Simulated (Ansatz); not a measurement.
# How many bands does the GW gap of AlN (honeycomb bilayer) need?

How do accuracy and time trade against each other in G0W0 on AlN (honeycomb bilayer)?

Main program and level: Ansatz 0.2.0; G0W0 on PBE, plane waves, PAW; PAW set soft_1.

### Step 1. Set-up

The cell holds 4 atoms: 2 Al and 2 N. Cell: a = 3.119 Å, b = 3.119 Å, c = 30.400 Å, α = 90.0°, β = 90.0°, γ = 120.0°. Regions: layer 1 (AlN-hc), 2 atoms (1 Al and 1 N); layer 2 (AlN-hc), 2 atoms (1 Al and 1 N). Vacuum lies along c.

As a file:

```cif
data_structure
_symmetry_space_group_name_H-M 'P 1'
_symmetry_Int_Tables_number 1
_cell_length_a 3.1192
_cell_length_b 3.1192
_cell_length_c 30.4000
_cell_angle_alpha 90.000
_cell_angle_beta 90.000
_cell_angle_gamma 120.000
_cell_volume 256.15
loop_
_atom_site_label
_atom_site_type_symbol
_atom_site_fract_x
_atom_site_fract_y
_atom_site_fract_z
_atom_site_occupancy
Al1 Al 0.33333 0.66667 0.44109 1
N2 N 0.66667 0.33333 0.44077 1
Al3 Al 0.33333 0.66667 0.55891 1
N4 N 0.00000 0.00000 0.55923 1
```

The structure was relaxed with PBE-D3(BJ). The runs that relaxed it are not among those shown. The Coulomb interaction is cut off across the vacuum.

### Step 2. 152 empty bands, screening to 41 eV

Now the one-shot GW correction: screening in the RPA, then the self-energy of the levels asked for. This step takes PAW set soft_1 files.

The input, input.yaml:

```yaml
crystal:
  lattice:
    - [3.1192292217, 0.0, 0.0]
    - [-1.5596146108, 2.7013317462, 0.0]
    - [0.0, 0.0, 30.4]
  atoms:
    - { symbol: Al, position: [0.3333333333, 0.6666666667, 0.4410943221] }
    - { symbol: "N", position: [0.6666666667, 0.3333333333, 0.4407651206] }
    - { symbol: Al, position: [0.3333333333, 0.6666666667, 0.5589056779] }
    - { symbol: "N", position: [0.0, 0.0, 0.5592348794] }
  periodic: [true, true, false]
kpoints:
  mp_grid: { grid: [6, 6, 1] }
hamiltonian:
  xc: pbe
  pseudopotentials: { kind: paw, azcp: { folder: soft_1 } }
scf:
  occupations: { method: fixed }
gw:
  n_empty_bands: 152
  ecut_chi: 41
  qp_bands: [v2, c2]
  qp_kpoints: band_edges
  screening: { model: contour_deformation }
```

Launch:

```console
$ ansatz run input.yaml --threads 4 --pin off --max-ram 17510MiB --backend cpu --events-out ev --progress --plain --runs-dir out
```

Numbers of over 12 decimals in the logs are rounded to 6 here.

What it wrote:

```text
Engine: ansatz 0.2.0, aarch64-unknown-linux-gnu
Pseudopotentials: kind: paw
Pseudopotential: Al, paw, valence charge 3, recommended cutoff 420 eV (normal), soft_1/Al.paw.azcp
Pseudopotential: N, paw, valence charge 5, recommended cutoff 420 eV (normal), soft_1/N.paw.azcp
Functional definition: PBE
  parameter kappa = 0.804
  parameter beta = 0.066725
  exchange = pbe_x(kappa = kappa, mu = beta*pi^2/3)
  correlation = pbe_c(beta = beta)
Crystal: 4 atoms, lattice volume = 256.153 Å³
Basis set: ecut = 420 eV, 4973 PW (Γ)
Bands: 12, of which v1, the nominal top of the filled ones, is band 8 counted from 1 (7 counted from 0)
Symmetry: 12 space group operations
Space group: P-3m1 (ITA 164), of the structure as read, at distance tolerance 6.4e-5 Å
k-points: 7 of 36
Non-local potential: Al, projectors of the file, l = 0: 2, l = 1: 2, l = 2: 1
Non-local potential: N, projectors of the file, l = 0: 2, l = 1: 2, l = 2: 1
PAW form: soft (Blöchl's): semilocal exchange-correlation on the pseudo side does not see the compensation charge
PAW one-centre angular grid: Al, 110 points (default); XC on 64 Gauss nodes
PAW one-centre angular grid: N, 110 points (default); XC on 64 Gauss nodes
Initial density: superposition of atomic densities (neutral atoms: chi_scale 0, normalization atom)
Initial wavefunctions: pseudopotential atomic-orbital guess
Functional: x = pbe(κ = 0.804, μ = 0.219515), c = pbe(β = 0.066725)
SCF iter   1: F=—  HF=-1853.829744 eV  |F-HF|=—  |Δ(HF+E_count)|=         —  Δρ=8.40e-2  dr2=2.47e1  ethr=3.10e-3  ⟨swp⟩=7.0  Hψ=614  notcnv=0  defer=11
preconditioner: auto → none  [insulator: Δε(μ)=5.261 eV  Ē_g=13.647 eV  n_scr=16 (ndim 8)  ℏωp=9.3 eV  f_vac=0.700  ε∞_Penn≈1.5]
SCF iter   2: F=—  HF=-1848.303034 eV  |F-HF|=—  |Δ(HF+E_count)|=    5.53e0  Δρ=5.79e-2  dr2=6.62e0  ethr=3.10e-3  ⟨swp⟩=5.7  Hψ=395  notcnv=0  defer=14
SCF iter   3: F=—  HF=-1846.529143 eV  |F-HF|=—  |Δ(HF+E_count)|=    1.77e0  Δρ=1.30e-2  dr2=2.98e-1  ethr=3.10e-3  ⟨swp⟩=3.9  Hψ=271  notcnv=0  defer=14
SCF iter   4: F=—  HF=-1846.480796 eV  |F-HF|=—  |Δ(HF+E_count)|=   4.83e-2  Δρ=3.52e-3  dr2=7.13e-2  ethr=1.86e-3  ⟨swp⟩=3.6  Hψ=184  notcnv=0  defer=14
SCF iter   5: F=—  HF=-1846.463321 eV  |F-HF|=—  |Δ(HF+E_count)|=   1.75e-2  Δρ=1.71e-3  dr2=9.98e-3  ethr=4.46e-4  ⟨swp⟩=3.3  Hψ=156  notcnv=0  defer=14
SCF iter   6: F=—  HF=-1846.460785 eV  |F-HF|=—  |Δ(HF+E_count)|=   2.54e-3  Δρ=6.10e-4  dr2=1.44e-3  ethr=6.24e-5  ⟨swp⟩=2.7  Hψ=141  notcnv=0  defer=14
SCF iter   7: F=—  HF=-1846.460306 eV  |F-HF|=—  |Δ(HF+E_count)|=   4.79e-4  Δρ=5.90e-5  dr2=1.70e-5  ethr=8.98e-6  ⟨swp⟩=3.7  Hψ=174  notcnv=0  defer=14
SCF iter   8: F=—  HF=-1846.460301 eV  |F-HF|=—  |Δ(HF+E_count)|=   4.24e-6  Δρ=1.28e-5  dr2=3.63e-7  ethr=1.07e-7  ⟨swp⟩=3.3  Hψ=176  notcnv=0  defer=14
SCF iter   9: F=-1846.460301 eV  HF=-1846.460301 eV  |F-HF|=6.33e-9  |Δ(HF+E_count)|=   1.10e-7  Δρ=2.85e-6  dr2=2.59e-8  ethr=6.25e-10  ⟨swp⟩=12.0  Hψ=679  notcnv=0
SCF 1 converged in 9 iterations: F = -1846.460301 eV  dr2 = 2.59e-8
  greatest PAW one-centre occupation: 0.793 electrons in one spin orbital (limit 2), on the N atom at site 3 (counted from 0), in its partial waves of l = 0
NSCF: frozen V_eff on 7 k-points
G₀W₀ screening: q 1/7
[... further progress lines ...]
SCF converged after 9 iterations
Free energy (F): -1846.460301 eV
Harris-Foulkes:  -1846.460301 eV  (|F-HF|=6.33e-9)
Internal energy: -1846.460301 eV  (E = F + TS)
E sigma→0 (E₀):  -1846.460301 eV
Fermi energy:    -5.388494 eV
--- Per-component energies (eV) ---
  E_band       = -161.614024
  E_kinetic    = 306.600833
  E_local      = -15605.942319  (includes V_loc(G=0)·N_el)
  E_nonlocal   = 90.420721
  E_hartree    = 7652.496577
  E_xc         = -194.835786
  E_vxc        = -209.361791  (∫ρ·V_xc dr)
  E_paw        = -1195.873360  (= ΣΔE_a)
  E_vpaw       = -48.317019  (= ΣTr[D̂ρ^β])
  E_aug_tail   = 0.001758  (compensation charges beyond the density's cutoff)
  E_ewald      = 7100.671275
  E_smearing   = -0.000000  (= −TS)
  E_closure    = 0.000000  (closes the sum)
  Σ components = -1846.460301   (vs F -1846.460301, Δ=0.00e0)
--- Band table (eV; the first three rows and the last of 7) ---
  k-point 0: bands = [... 4 lower, -6.0854, -6.0854, -6.0734, -6.0734, -2.8480, -1.3551 (-1.3551°), -0.1848, 0.2174]
  k-point 1: bands = [... 4 lower, -7.3093, -6.6820, -6.2987, -6.2643, -1.9243, -0.7150 (-0.7151°), 0.2424, 0.8677]
  k-point 2: bands = [... 4 lower, -6.7375, -6.6737, -6.6186, -5.9350, -0.6658, 0.1122, 0.4627, 2.2031]
  k-point 6: bands = [... 4 lower, -8.9796, -8.9796, -5.3885, -5.3885, -0.5841, 1.5034, 2.3540, 2.9331]
  ° read free of the cell's end (the report's vacuum.weakly_bound_levels)
--- G₀W₀: contour deformation, 5 samples at zero and on the imaginary axis and 2 off it, 36 q-points, 152 empty bands' worth ---
  eigenvalues of the whole cell's RPA ε∞ on this k-mesh (on a slab, of 1 + 4πα/V) = 1.1684, 1.7452, 1.7452; static W/v taken at q = 0 is 0.695517
  bands read: the sum over 160 bands ends inside a degenerate multiplet in 2 slots, whose members it reads at an even weight; the widest, k=0: bands 160 to 161 (counted from 1) at 1/2 each
  gw.qp_kpoints: band_edges: 6 of 7 stored k-points solved, in 1 pass; an edge of the gap read off the rows below is read off those points alone
    valence top: of the k-points left out ik 4 came nearest to being solved in a further pass, in band 8 (counted from 1, as in the quasiparticle table): it holds the edge there only if its correction is more favourable than any solved in that band by at least 0.652 eV; those differ by 0.217 eV
    conduction bottom: of the k-points left out ik 4 came nearest to being solved in a further pass, in band 9 (counted from 1, as in the quasiparticle table): it holds the edge there only if its correction is more favourable than any solved in that band by at least 2.084 eV; those differ by 0.290 eV
    ik  band        ε_KS         Σx   Σc(E_QP)       V_xc       Z   E_QP_lin       E_QP  E_QP is
     0     7     -6.0734   -22.1681     3.6394   -17.8368  0.7619    -6.7744    -6.7653  root
     0     8     -6.0734   -22.1681     3.6394   -17.8368  0.7619    -6.7744    -6.7653  root
     0     9     -2.8480    -5.6761    -2.6550    -9.1473  0.8284    -2.0231    -2.0319  root
     0    10     -1.3551    -4.7565    -2.2835    -7.9591  0.8384    -0.4228    -0.4361  root
     1     7     -6.2987   -22.0781     3.6841   -17.6498  0.7597    -7.0538    -7.0429  root
     1     8     -6.2643   -22.1238     3.6780   -17.7128  0.7600    -7.0078    -6.9972  root
     1     9     -1.9243    -5.8086    -2.6007    -9.3220  0.8220    -0.9995    -1.0117  root
     1    10     -0.7150    -4.1838    -2.1433    -7.2242  0.8398     0.1959     0.1821  root
     2     7     -6.6186   -22.0592     3.7523   -17.5054  0.7565    -7.4334    -7.4200  root
     2     8     -5.9350   -18.7590     3.0796   -14.7706  0.7568    -6.8620    -6.8437  root
     2     9     -0.6658    -6.1844    -3.1644   -10.4553  0.7996     0.4634     0.4406  root
     2    10      0.1122    -4.2720    -2.7596    -8.0381  0.8205     1.1377     1.1185  root
     3     7     -5.8033   -18.9305     3.1162   -14.9163  0.7565    -6.7191    -6.7013  root
     3     8     -5.5886   -19.1006     3.0467   -15.2124  0.7591    -6.4447    -6.4300  root
     3     9     -1.0614    -4.8208    -3.1958    -8.9777  0.8092    -0.0850    -0.1004  root
     3    10      0.2253    -4.3578    -3.2265    -8.6315  0.8153     1.2924     1.2725  root
     5     7     -5.9491   -18.4734     3.0571   -14.4766  0.7563    -6.9087    -6.8888  root
     5     8     -5.5155   -19.3235     3.0687   -15.4381  0.7593    -6.3458    -6.3321  root
     5     9     -0.6146    -5.3989    -3.2490    -9.6971  0.7998     0.4548     0.4345  root
     5    10      0.7466    -4.2124    -3.1376    -8.4034  0.8081     1.8229     1.8000  root
     6     7     -5.3885   -19.4870     3.0749   -15.6194  0.7598    -6.1939    -6.1812  root
     6     8     -5.3885   -19.4870     3.0749   -15.6194  0.7598    -6.1939    -6.1812  root
     6     9     -0.5841    -4.5005    -3.4290    -8.8845  0.8013     0.3881     0.3707  root
     6    10      1.5034    -4.2831    -3.5266    -8.9233  0.7887     2.6510     2.6168  root
```

Wall time 13 s (4 threads of Arm Neoverse V1, shared host); peak memory 0.77 GiB.

The column dr2 measures how far the density is from self-consistency, as an energy; F and HF (Harris–Foulkes) agree once it is small.

Numbers from this step:

| Property | Result |
| --- | --- |
| bands summed | 160 |
| plane waves in the screening matrix | 169 |
| q-points in the mesh | 36 |
| G0W0 gap on the mesh | 4.149 eV |
| k of the valence top | 0.3333, 0.3333, 0 |
| k of the conduction bottom | 0, 0, 0 |
| starting gap on the mesh | 2.540 eV |
| Z at the valence top | 0.7598 |
| Z at the conduction bottom | 0.8284 |
| least direct G0W0 gap on the computed points | 4.733 eV |

The gap on the mesh goes from 2.54 eV to 4.15 eV, a correction of +1.61 eV. Between the two edge states, bare exchange in place of the xc potential would open the gap by 7.34 eV, and correlation takes back 5.73 eV.

### Step 3. 377 empty bands, screening to 75 eV

Another rung: the empty bands reach about as high as the screening cutoff, so the two stay in balance.

Edit input.yaml of step 2 so:

```diff
@@ -18,5 +18,6 @@
   occupations: { method: fixed }
+  convergence: { dr2_threshold: 1.0e-10 }
 gw:
-  n_empty_bands: 152
-  ecut_chi: 41
+  n_empty_bands: 377
+  ecut_chi: 75.0
   qp_bands: [v2, c2]
```

What it wrote:

```text
[...]
Crystal: 4 atoms, lattice volume = 256.153 Å³
Basis set: ecut = 420 eV, 4973 PW (Γ)
Bands: 12, of which v1, the nominal top of the filled ones, is band 8 counted from 1 (7 counted from 0)
[... 1 set-up line as in the run before ...]
[...]
k-points: 7 of 36
[...]
SCF iter   1: F=—  HF=-1853.829744 eV  |F-HF|=—  |Δ(HF+E_count)|=         —  Δρ=8.40e-2  dr2=2.47e1  ethr=3.10e-3  ⟨swp⟩=7.0  Hψ=614  notcnv=0  defer=11
[...]
SCF iter  11: F=-1846.460301 eV  HF=-1846.460301 eV  |F-HF|=1.89e-11  |Δ(HF+E_count)|=  8.80e-11  Δρ=4.00e-8  dr2=7.97e-12  ethr=1.00e-12  ⟨swp⟩=11.6  Hψ=659  notcnv=0
SCF 1 converged in 11 iterations: F = -1846.460301 eV  dr2 = 7.97e-12
[...]
NSCF: frozen V_eff on 7 k-points
G₀W₀ screening: q 1/7
[... further progress lines ...]
SCF converged after 11 iterations
Free energy (F): -1846.460301 eV
[...]
Internal energy: -1846.460301 eV  (E = F + TS)
E sigma→0 (E₀):  -1846.460301 eV
Fermi energy:    -5.388209 eV
[...]
--- Band table (eV; the first three rows and the last of 7) ---
  k-point 0: bands = [... 4 lower, -6.0851, -6.0851, -6.0731, -6.0731, -2.8478, -1.3548 (-1.3549°), -0.1846, 0.2175]
  k-point 1: bands = [... 4 lower, -7.3090, -6.6817, -6.2984, -6.2640, -1.9241, -0.7148 (-0.7149°), 0.2427, 0.8679]
  k-point 2: bands = [... 4 lower, -6.7372, -6.6734, -6.6182, -5.9347, -0.6655, 0.1124, 0.4630, 2.2033]
  k-point 6: bands = [... 4 lower, -8.9793, -8.9793, -5.3882, -5.3882, -0.5838, 1.5037, 2.3543, 2.9333]
  ° read free of the cell's end (the report's vacuum.weakly_bound_levels)
[...]
0     7     -6.0731   -22.1681     3.3601   -17.8368  0.7568    -7.0622    -7.0441  root
     0     8     -6.0731   -22.1681     3.3601   -17.8368  0.7568    -7.0622    -7.0441  root
     0     9     -2.8478    -5.6760    -2.6707    -9.1471  0.8253    -2.0393    -2.0474  root
     0    10     -1.3548    -4.7564    -2.3387    -7.9587  0.8360    -0.4799    -0.4912  root
     1     7     -6.2984   -22.0781     3.4124   -17.6498  0.7549    -7.3348    -7.3142  root
     1     8     -6.2640   -22.1238     3.4043   -17.7128  0.7552    -7.2907    -7.2707  root
     1     9     -1.9241    -5.8085    -2.6624    -9.3217  0.8193    -1.0631    -1.0733  root
     1    10     -0.7148    -4.1837    -2.2143    -7.2239  0.8380     0.1223     0.1111  root
[...]
6     7     -5.3882   -19.4870     2.8368   -15.6193  0.7521    -6.4410    -6.4190  root
     6     8     -5.3882   -19.4870     2.8368   -15.6193  0.7521    -6.4410    -6.4190  root
     6     9     -0.5838    -4.5005    -3.5501    -8.8843  0.8001     0.2626     0.2498  root
     6    10      1.5037    -4.2831    -3.6593    -8.9230  0.7862     2.5079     2.4842  root
```

It took 60 s on 4 threads; peak memory 1.8 GiB; 3.9 min of CPU time.

Numbers from this step:

| Item | Value |
| --- | --- |
| bands summed | 385 |
| plane waves in the screening matrix | 367 |
| q-points in the mesh | 36 |
| G0W0 gap on the mesh | 4.372 eV |
| k of the valence top | 0.3333, 0.3333, 0 |
| k of the conduction bottom | 0, 0, 0 |
| starting gap on the mesh | 2.540 eV |
| Z at the valence top | 0.7521 |
| Z at the conduction bottom | 0.8253 |
| least direct G0W0 gap on the computed points | 4.997 eV |

Against the run with 6×6×1 mesh, 152 empty bands, screening to 41 eV, PAW set soft_1 files, the gap moves by +0.22 eV.

### Step 4. Convergence and cost

Times are wall times on 4 threads of Arm Neoverse V1, shared host, good to a factor of about two.

```csv
mesh,files,frequency,bands summed,cutoff (eV),start (eV),G0W0 (eV),time,host memory (GiB)
6×6×1,PAW set soft_1,contour deformation,160,41,2.540,4.149,13 s,0.77
6×6×1,PAW set soft_1,contour deformation,385,75,2.540,4.372,60 s,1.8
```

The parts of the quasiparticle energy at the two band edges (eV; QP = start + Σx + Σc − Vxc):

```csv
run,edge,start,Σx,Σc,Vxc,Z,QP
160 bands,valence top,-5.39,-19.49,3.07,-15.62,0.76,-6.18
160 bands,conduction bottom,-2.85,-5.68,-2.65,-9.15,0.83,-2.03
385 bands,valence top,-5.39,-19.49,2.84,-15.62,0.75,-6.42
385 bands,conduction bottom,-2.85,-5.68,-2.67,-9.15,0.83,-2.05
```

### Step 5. Summary of results

| Quantity | Value |
| --- | --- |
| 160 bands, 41 eV | 4.149 eV |
| 385 bands, 75 eV | 4.372 eV |
| estimated limit in bands and cutoff | 4.53 eV |
| mesh and start | 6×6×1, PBE |

In words: A line in one over the bands through the two rungs gives 4.53 eV, +0.16 eV from the top rung; with two points alone it is an unchecked estimate. The rungs stand 0.38 eV (160 bands) and 0.16 eV (385 bands) from it. From 160 to 385 bands the gap moves by +0.22 eV while the time grows 4.5-fold. Σc changes by −0.24 eV at the valence top and −0.02 eV at the conduction bottom, so the valence edge carries most of the change. The mesh in the plane is coarse for a sheet; gap and any exciton binding can still move on denser ones.

[Paths, hosts, dates, memory and timing lines, banners, echoed tables and standing remarks are left out of the program output.]

[Logs are printed without paths, hosts, clocks, repeated set-up lines and the standing remarks that a program may print on its own settings, such as how far it seeks lower states.]

[Runs of the session that timed out or met a known fault of the program may be left out.]

[Cells called generated may have been cut or substituted from an entry of the Crystallography Open Database or the Materials Project.]

[Hosts, paths, dates, database ids (printed as entryN), source tags and the programs' standing remarks are cut or masked in the printed files.]
